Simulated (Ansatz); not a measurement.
**Hf in Ansatz: the effect of functional**

Hf:

```
Hf
1.0
     0.00000    2.17468    2.17468
     2.17468    0.00000    2.17468
     2.17468    2.17468    0.00000
Hf
1
Direct
  0.00000 0.00000 0.00000
```

This isn't the form of Hf at room conditions, which is hcp.

The cell isn't the ideal one: volume scaled by 0.94.

Alike in all runs:

- Program: Ansatz 0.2.0
- Task: single point
- Potentials or basis: Ansatz PAW
- k mesh: 10 × 10 × 10
- Occupations: fermi-dirac, width 0.05 eV
- Spin: no spin polarisation

```csv
functional,cutoff,pressure (GPa)
LDA,420 eV (not typed: the program's choice for these potentials),1.1
PBEsol,420 eV (not typed: the program's choice for these potentials),?
r2SCAN,500 eV (not typed: the program's choice for these potentials),10.0
```

Task: What does the run with functional PBEsol give?

Result: Pressure 5.6 GPa.

Caveats: the PAW data sets come from PBE, with cores solved anew for the run's functional, which leaves a small shift of forces and pressure.
